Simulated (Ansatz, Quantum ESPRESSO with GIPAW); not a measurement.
## SiO2: NMR parameters from first principles

Wanted: NMR shieldings and quadrupolar couplings for each site of SiO2.

Main program and level: Quantum ESPRESSO with GIPAW 8.0dev (patched build); DFT, PBEsol, plane-wave PAW (pslibrary 1.0.0 recipes), scalar-relativistic, GIPAW; a patched development version of the program.

### Step 1. Starting point

It takes space group Ia-3 (No. 206, cubic). The conventional cell has a = 8.447 Å, b = 8.447 Å, c = 8.447 Å, α = 90.00°, β = 90.00°, γ = 90.00°. Nearest to Si lie 4 O at 1.60 to 1.63 Å. O has 2 Si at 1.63 Å nearest. Nearest to O lie 2 Si at 1.60 Å. Farther neighbours and most contacts between anions are not listed.

The cell is a computed entry of the Materials Project; it need not be the form that is stable at ambient conditions.

This structure had its atoms relaxed beforehand (DFT, PBEsol, plane-wave PAW (pslibrary 1.0.0 recipes), Quantum ESPRESSO with GIPAW), starting from the database entry, since shieldings follow bond lengths closely.

### Step 2. The SCF step

GIPAW is a response on top of the ground state, so the wavefunctions come first. Their errors pass straight into the induced current, hence the tight threshold. No empty states are asked for: the response is solved without them. The mesh has a spacing of 0.36 Å⁻¹ at most. The PAW files were made with ld1.x from the pslibrary 1.0.0 recipes, with GIPAW reconstruction switched on.

run_scf.py reads:

```python
from ase import Atoms
from ase.calculators.espresso import Espresso, EspressoProfile

atoms = Atoms(
    ['Si', 'Si', 'Si', 'Si', 'Si', 'Si', 'Si', 'Si', 'O', 'O', 'O', 'O', 'O', 'O', 'O', 'O', 'O', 'O', 'O', 'O', 'O', 'O', 'O', 'O'],
    cell=[
        [-4.22353026, 4.22353026, 4.22353026],
        [4.22353026, -4.22353026, 4.22353026],
        [4.22353026, 4.22353026, -4.22353026],
    ],
    scaled_positions=[
        [-0.00000000, 0.78162867, 0.50000000],
        [0.21837133, 0.50000000, -0.00000000],
        [0.00000000, 0.21837133, 0.50000000],
        [0.78162867, 0.50000000, -0.00000000],
        [0.71837133, 0.71837133, 0.71837133],
        [0.50000000, -0.00000000, 0.21837133],
        [0.28162867, 0.28162867, 0.28162867],
        [0.50000000, -0.00000000, 0.78162867],
        [0.56712901, 0.25000000, 0.81712901],
        [-0.00000000, -0.00000000, 0.50000000],
        [0.00000000, 0.50000000, 0.00000000],
        [0.25000000, 0.31712901, 0.06712901],
        [0.50000000, 0.50000000, 0.50000000],
        [0.93287099, 0.75000000, 0.68287099],
        [0.18287099, 0.43287099, 0.75000000],
        [0.31712901, 0.06712901, 0.25000000],
        [0.43287099, 0.75000000, 0.18287099],
        [0.25000000, 0.81712901, 0.56712901],
        [0.50000000, 0.00000000, -0.00000000],
        [0.06712901, 0.25000000, 0.31712901],
        [0.75000000, 0.18287099, 0.43287099],
        [0.81712901, 0.56712901, 0.25000000],
        [0.75000000, 0.68287099, 0.93287099],
        [0.68287099, 0.93287099, 0.75000000],
    ],
    pbc=True,
)
atoms.calc = Espresso(
    profile=EspressoProfile(command='mpirun -np 4 pw.x -nk 4', pseudo_dir='./'),
    pseudopotentials={
        'Si': 'Si.pbesol-n-kjpaw_psl.1.0.0-gipaw.UPF',
        'O': 'O.pbesol-n-kjpaw_psl.1.0.0-gipaw.UPF',
    },
    input_data={
        'control': {'calculation': 'scf', 'prefix': 'x', 'outdir': './tmp/'},
        'system': {'ecutwfc': 55, 'ecutrho': 330, 'nbnd': 64},
        'electrons': {'conv_thr': 1.0e-10, 'mixing_beta': 0.7, 'electron_maxstep': 100},
    },
    kpts=(3, 3, 3),
    koffset=(0, 0, 0),
)
print('energy', atoms.get_potential_energy(), 'eV')
```

ASE writes espresso.pwi from it and starts pw.x, whose log goes to espresso.pwo.

Command:

```bash
$ python run_scf.py
```

The program printed:

```text
Warning: card &CELL ignored
Warning: card &FCP ignored
Warning: card &RISM ignored

     using ibrav=0 with symmetry is DISCOURAGED, use correct ibrav instead

     bravais-lattice index     =            0
     lattice parameter (alat)  =      13.8240  a.u.
     unit-cell volume          =    2033.6838 (a.u.)^3
     number of atoms/cell      =           24
     number of atomic types    =            2
     number of electrons       =       128.00
     number of Kohn-Sham states=           64
     kinetic-energy cutoff     =      55.0000  Ry
     charge density cutoff     =     330.0000  Ry
     scf convergence threshold =      1.0E-10
     mixing beta               =       0.7000
     number of iterations used =            8  plain     mixing
     Exchange-correlation= SLA-PW-PSX-PSC
                           (   1   4  10   8   0   0   0)
[...]
Si                4.00    28.08500     Si( 1.00)
     O                 6.00    15.99900     O ( 1.00)

     24 Sym. Ops., with inversion, found (18 have fractional translation)
[...]
number of k points=     4
[...]
Dense  grid:   205683 G-vectors     FFT dimensions: (  80,  80,  80)

     Smooth grid:   112173 G-vectors     FFT dimensions: (  72,  72,  72)

     Check: negative core charge=   -0.000003

     Initial potential from superposition of free atoms

     starting charge     127.9957, renormalised to     128.0000
     Starting wfcs are   96 randomized atomic wfcs

     Self-consistent Calculation

     iteration #  1     ecut=    55.00 Ry     beta= 0.70
     Davidson diagonalization with overlap
     ethr =  1.00E-02,  avg # of iterations =  2.0

     total energy              =   -1020.93682033 Ry
     estimated scf accuracy    <       7.44891776 Ry

     iteration #  2     ecut=    55.00 Ry     beta= 0.70
     Davidson diagonalization with overlap
     ethr =  5.82E-03,  avg # of iterations =  7.0

     total energy              =   -1025.69258559 Ry
     estimated scf accuracy    <       2.95248939 Ry

     iteration #  3     ecut=    55.00 Ry     beta= 0.70
     Davidson diagonalization with overlap
     ethr =  2.31E-03,  avg # of iterations =  2.0

     total energy              =   -1025.53431849 Ry
     estimated scf accuracy    <       0.87474072 Ry

[...]
total energy              =   -1026.33967036 Ry
[...]
iteration # 29     ecut=    55.00 Ry     beta= 0.70
     Davidson diagonalization with overlap
     ethr =  2.25E-13,  avg # of iterations =  3.8

     total energy              =   -1026.33967036 Ry
     estimated scf accuracy    <          1.1E-10 Ry

     iteration # 30     ecut=    55.00 Ry     beta= 0.70
     Davidson diagonalization with overlap
     ethr =  1.00E-13,  avg # of iterations =  6.8

     End of self-consistent calculation
     [one-electron energies left out]

!    total energy              =   -1026.33967036 Ry
     total all-electron energy =     -7035.193622 Ry
     estimated scf accuracy    <          4.8E-11 Ry

     The total energy is the sum of the following terms:
     one-electron contribution =    -261.25052962 Ry
     hartree contribution      =     203.02450797 Ry
     xc contribution           =    -169.57237055 Ry
     ewald contribution        =    -375.38643840 Ry
     one-center paw contrib.   =    -423.15483976 Ry

     convergence has been achieved in  30 iterations
[...]
JOB DONE.
```

Wall time 3.8 min (4 MPI ranks of Arm Neoverse V1, shared host); peak memory 1.7 GiB.

It converged in 30 cycles to an estimated accuracy of 5e-11 Ry, on 4 irreducible k-points.

### Step 3. Shieldings

A uniform field breaks periodicity, so gipaw.x applies it as a wave of small q and takes the limit. It solves for the first-order states, builds the induced current and gets the field at each nucleus by Biot–Savart; the PAW spheres add what the smooth waves miss near the nuclei. pawproj makes the reconstruction use the PAW data sets' own projectors.

nmr.in reads:

```
&inputgipaw
  job = 'nmr'
  prefix = 'x'
  tmp_dir = './tmp/'
  restart_mode = 'from_scratch'
  verbosity = 'low'
  q_gipaw = 0.01
  spline_ps = .true.
  conv_threshold = 1.0d-11
  use_nmr_macroscopic_shape = .false.
  pawproj(1) = .true.
  pawproj(2) = .true.
/
```

Command:

```bash
$ mpirun -np 4 gipaw.x -in nmr.in > nmr.out
```

The program printed:

```text
[banner, memory and clock lines left out]
[a note of our patched build left out]

     Parallelizing q-star over 1 images

     IMPORTANT: XC functional enforced from input :
     Exchange-correlation= PBESOL
                           (   1   4  10   8   0   0   0)
     Any further DFT definition will be discarded
     Please, verify this is what you really want

     Check: negative core charge=   -0.000003
[...]
alpha_pv=     38.3294 eV

     spline_ps is .false., expect some extrapolation errors

     q-space interpolation up to    66.00 Rydberg

     GIPAW job: nmr
     NMR macroscopic correction: no
[...]
Computing the magnetic susceptibility     isolve=0    ethr=  0.1000E-10
     Starting from scratch
     k-point #    1 of     4      pool #  1    cpu time:       2.0
[...]
End of magnetic susceptibility calculation

     f-sum rule (1st term):
          -120.5974          0.0000          0.0000
             0.0000       -120.5974          0.0000
             0.0000          0.0000       -120.5974

     f-sum rule (2nd term):
            -2.7684          0.0000          0.0000
             0.0000         -2.7684          0.0000
             0.0000         -0.0000         -2.7684

     f-sum rule (should be  -123.3589):
          -123.3658          0.0000          0.0000
             0.0000       -123.3658          0.0000
             0.0000          0.0000       -123.3658

[... susceptibilities left out ...]
     Contributions to the NMR chemical shifts: -------------------------------

     Macroscopic shape contribution in ppm:                    0.00
             0.0000          0.0000          0.0000
             0.0000          0.0000          0.0000
             0.0000          0.0000          0.0000

     Core contribution in ppm:

     Atom  1  Si  pos: (  0.739949 -0.162598  0.162598)  core sigma:         836.91
     Atom  2  Si  pos: (  0.162598 -0.162598  0.414752)  core sigma:         836.91
     Atom  3  Si  pos: (  0.414752  0.162598 -0.162598)  core sigma:         836.91
     Atom  4  Si  pos: ( -0.162598  0.162598  0.739949)  core sigma:         836.91
     Atom  5  Si  pos: (  0.414752  0.414752  0.414752)  core sigma:         836.91
     Atom  6  Si  pos: ( -0.162598  0.414752  0.162598)  core sigma:         836.91
     Atom  7  Si  pos: (  0.162598  0.162598  0.162598)  core sigma:         836.91
     Atom  8  Si  pos: (  0.162598  0.739949 -0.162598)  core sigma:         836.91
     Atom  9  O   pos: (  0.288675  0.654864  0.000000)  core sigma:         270.50
     Atom 10  O   pos: (  0.288675  0.288675 -0.288675)  core sigma:         270.50
     Atom 11  O   pos: (  0.288675 -0.288675  0.288675)  core sigma:         270.50
     Atom 12  O   pos: (  0.077514  0.000000  0.288675)  core sigma:         270.50
     Atom 13  O   pos: (  0.288675  0.288675  0.288675)  core sigma:         270.50
     Atom 14  O   pos: (  0.288675  0.499836  0.577350)  core sigma:         270.50
     Atom 15  O   pos: (  0.577350  0.288675 -0.077514)  core sigma:         270.50
     Atom 16  O   pos: (  0.000000  0.288675  0.077514)  core sigma:         270.50
     Atom 17  O   pos: (  0.288675 -0.077514  0.577350)  core sigma:         270.50
     Atom 18  O   pos: (  0.654864 -0.000000  0.288675)  core sigma:         270.50
[...]
Atom 23  O   pos: (  0.499836  0.577350  0.288675)  core sigma:         270.50
     Atom 24  O   pos: (  0.577350  0.288675  0.499836)  core sigma:         270.50

     Bare contribution in ppm:

     Atom  1  Si  pos: (  0.739949 -0.162598  0.162598)  bare sigma:         -27.67
[...]
Atom  2  Si  pos: (  0.162598 -0.162598  0.414752)  bare sigma:         -27.67
[...]
Atom  3  Si  pos: (  0.414752  0.162598 -0.162598)  bare sigma:         -27.67
[...]
Atom  4  Si  pos: ( -0.162598  0.162598  0.739949)  bare sigma:         -27.67
[...]
Atom  5  Si  pos: (  0.414752  0.414752  0.414752)  bare sigma:         -27.67
[...]
Atom  6  Si  pos: ( -0.162598  0.414752  0.162598)  bare sigma:         -27.67
[...]
Atom  7  Si  pos: (  0.162598  0.162598  0.162598)  bare sigma:         -27.67
[...]
Atom  8  Si  pos: (  0.162598  0.739949 -0.162598)  bare sigma:         -27.67
[...]
Atom  9  O   pos: (  0.288675  0.654864  0.000000)  bare sigma:          57.21
[...]
Atom 10  O   pos: (  0.288675  0.288675 -0.288675)  bare sigma:          56.03
[...]
Atom 11  O   pos: (  0.288675 -0.288675  0.288675)  bare sigma:          56.03
[...]
Atom 12  O   pos: (  0.077514  0.000000  0.288675)  bare sigma:          57.21
[...]
Atom 13  O   pos: (  0.288675  0.288675  0.288675)  bare sigma:          56.03
[...]
Atom 14  O   pos: (  0.288675  0.499836  0.577350)  bare sigma:          57.21
[...]
Atom 15  O   pos: (  0.577350  0.288675 -0.077514)  bare sigma:          57.21
[...]
Atom 16  O   pos: (  0.000000  0.288675  0.077514)  bare sigma:          57.21
[...]
Atom 16  O   pos: (  0.000000  0.288675  0.077514)  para_oo sigma:          -2.18
[...]
Atom 17  O   pos: (  0.288675 -0.077514  0.577350)  para_oo sigma:          -2.18
[...]
Atom 18  O   pos: (  0.654864 -0.000000  0.288675)  para_oo sigma:          -2.18
[...]
Atom 23  O   pos: (  0.499836  0.577350  0.288675)  para_oo sigma:          -2.18
[...]
Atom 24  O   pos: (  0.577350  0.288675  0.499836)  para_oo sigma:          -2.18
[...]
Paramagnetic US L_R Q_R contribution in ppm:

     Atom  1  Si  pos: (  0.739949 -0.162598  0.162598)  para_lq sigma:           1.94
[...]
Atom  2  Si  pos: (  0.162598 -0.162598  0.414752)  para_lq sigma:           1.94
[...]
Atom  3  Si  pos: (  0.414752  0.162598 -0.162598)  para_lq sigma:           1.94
[...]
Atom  4  Si  pos: ( -0.162598  0.162598  0.739949)  para_lq sigma:           1.94
[...]
Atom  5  Si  pos: (  0.414752  0.414752  0.414752)  para_lq sigma:           1.94
[...]
Atom  6  Si  pos: ( -0.162598  0.414752  0.162598)  para_lq sigma:           1.94
[...]
Atom  7  Si  pos: (  0.162598  0.162598  0.162598)  para_lq sigma:           1.94
[...]
Atom  8  Si  pos: (  0.162598  0.739949 -0.162598)  para_lq sigma:           1.94
[...]
Atom  9  O   pos: (  0.288675  0.654864  0.000000)  para_lq sigma:        -203.21
[...]
Atom 10  O   pos: (  0.288675  0.288675 -0.288675)  para_lq sigma:        -202.62
[...]
Atom 11  O   pos: (  0.288675 -0.288675  0.288675)  para_lq sigma:        -202.62
[...]
Atom 12  O   pos: (  0.077514  0.000000  0.288675)  para_lq sigma:        -203.21
[...]
Atom 13  O   pos: (  0.288675  0.288675  0.288675)  para_lq sigma:        -202.62
[...]
Atom 14  O   pos: (  0.288675  0.499836  0.577350)  para_lq sigma:        -203.21
[...]
Atom 15  O   pos: (  0.577350  0.288675 -0.077514)  para_lq sigma:        -203.21
[...]
Atom 16  O   pos: (  0.000000  0.288675  0.077514)  para_lq sigma:        -203.21
[...]
Atom 17  O   pos: (  0.288675 -0.077514  0.577350)  para_lq sigma:        -203.21
[...]
Atom 18  O   pos: (  0.654864 -0.000000  0.288675)  para_lq sigma:        -203.21
[...]
Atom 23  O   pos: (  0.499836  0.577350  0.288675)  para_lq sigma:        -203.21
[...]
Atom 24  O   pos: (  0.577350  0.288675  0.499836)  para_lq sigma:        -203.21
[...]
Total NMR chemical shifts in ppm: ---------------------------------------
     (adopting the Simpson convention for anisotropy and asymmetry)-----------

     Atom  1  Si  pos: (  0.739949 -0.162598  0.162598)  Total sigma:         427.21
           427.2125         16.4537          2.0522
            -2.0522        427.2125         16.4537
           -16.4537         -2.0522        427.2125

     Si      1    anisotropy:    -21.60    eta:    0.0000
[...]
Atom  2  Si  pos: (  0.162598 -0.162598  0.414752)  Total sigma:         427.21
[... its tensor is left out ...]
     Atom  3  Si  pos: (  0.414752  0.162598 -0.162598)  Total sigma:         427.21
[... its tensor is left out ...]
     Atom  4  Si  pos: ( -0.162598  0.162598  0.739949)  Total sigma:         427.21
[... its tensor is left out ...]
     Atom  5  Si  pos: (  0.414752  0.414752  0.414752)  Total sigma:         427.21
[... its tensor is left out ...]
     Atom  6  Si  pos: ( -0.162598  0.414752  0.162598)  Total sigma:         427.21
[... its tensor is left out ...]
     Atom  7  Si  pos: (  0.162598  0.162598  0.162598)  Total sigma:         427.21
[... its tensor is left out ...]
     Atom  8  Si  pos: (  0.162598  0.739949 -0.162598)  Total sigma:         427.21
[... its tensor is left out ...]
     Atom  9  O   pos: (  0.288675  0.654864  0.000000)  Total sigma:         201.74
           198.9565         -0.0000         27.1218
            -0.0000        178.9392         -0.0000
            35.0095         -0.0000        227.3356

     O       9    anisotropy:     68.33    eta:    0.0012
[...]
Atom 10  O   pos: (  0.288675  0.288675 -0.288675)  Total sigma:         197.93
           197.9310        -25.9297         26.2809
           -26.2809        197.9310        -25.9297
            25.9297        -26.2809        197.9310

     O      10    anisotropy:     78.32    eta:    0.0000
[...]
Atom 11  O   pos: (  0.288675 -0.288675  0.288675)  Total sigma:         197.93
[... its tensor is left out ...]
     Atom 12  O   pos: (  0.077514  0.000000  0.288675)  Total sigma:         201.74
[... its tensor is left out ...]
     Atom 13  O   pos: (  0.288675  0.288675  0.288675)  Total sigma:         197.93
[... its tensor is left out ...]
     Atom 14  O   pos: (  0.288675  0.499836  0.577350)  Total sigma:         201.74
[... its tensor is left out ...]
     Atom 15  O   pos: (  0.577350  0.288675 -0.077514)  Total sigma:         201.74
[... its tensor is left out ...]
     Atom 16  O   pos: (  0.000000  0.288675  0.077514)  Total sigma:         201.74
[... its tensor is left out ...]
     Atom 17  O   pos: (  0.288675 -0.077514  0.577350)  Total sigma:         201.74
[... its tensor is left out ...]
     Atom 18  O   pos: (  0.654864 -0.000000  0.288675)  Total sigma:         201.74
[... its tensor is left out ...]
     Atom 19  O   pos: ( -0.288675  0.288675  0.288675)  Total sigma:         197.93
[... its tensor is left out ...]
     Atom 20  O   pos: (  0.288675  0.077514  0.000000)  Total sigma:         201.74
[... its tensor is left out ...]
     Atom 21  O   pos: ( -0.077514  0.577350  0.288675)  Total sigma:         201.74
[... its tensor is left out ...]
     Atom 22  O   pos: (  0.000000  0.288675  0.654864)  Total sigma:         201.74
[... its tensor is left out ...]
     Atom 23  O   pos: (  0.499836  0.577350  0.288675)  Total sigma:         201.74
[... its tensor is left out ...]
     Atom 24  O   pos: (  0.577350  0.288675  0.499836)  Total sigma:         201.74
[... its tensor is left out ...]
```

Wall time 20 min (4 MPI ranks); peak memory 1.1 GiB; 82 min of CPU time.

The f-sum rule is met to 0.0069 of 123.4 (0.006 %). Converged shieldings require that this miss be small, but a small miss does not prove them.

From the symmetric part of each tensor, with principal values σ11 ≤ σ22 ≤ σ33: σ_iso is their mean, the span is σ33 − σ11 and the skew 3(σ_iso − σ22)/span. (gipaw.x prints an anisotropy in another convention.)

```tsv
site	atom no.	atoms in cell	σ_iso (ppm)	span (ppm)	skew
Si	1	8	427.2	21.6	-1.00
O(1)	9	12	201.7	68.4	1.00
O(2)	10	4	197.9	78.3	1.00
```

The macroscopic shape term is switched off. For a spherical sample the valence susceptibility of this run would add about 8 ppm to every site, a rough estimate, since the susceptibility converges slowly and lacks part of the PAW terms. Differences within the crystal don't depend on it, but shieldings of different compounds can't be compared to better than a few ppm without it.

An axis of order three or more runs through Si and O(2), so two principal values coincide and the skew is ±1. In this run the largest span is that of O(2) (site symmetry -3), with principal values 171.8, 171.8 and 250.1 ppm.

How the isotropic values are made up (ppm). The core part is that of the free atom's core; bare is the current of the smooth valence states; the last two are what the PAW spheres add to the diamagnetic and the paramagnetic current:

```tsv
site	core	bare	reconstruction, dia	reconstruction, para
Si	836.9	-27.7	1.9	-383.9
O(1)	270.5	57.2	18.4	-144.3
O(2)	270.5	56.0	18.8	-147.4
```

(Continued in part 2 of 2.)

[Banner, clock, file and message-heading lines were taken out of the pw.x and gipaw.x logs.]

[Logs are printed without paths, hosts, clocks, repeated set-up lines and the standing remarks that a program may print on its own settings, such as how far it seeks lower states.]

[Hosts, paths, dates, database ids (printed as entryN), source tags and the programs' standing remarks are cut or masked in the printed files.]

[Where no reference line passes its bar on scatter, no shift is given, so a measured shift of this compound may stand uncompared.]
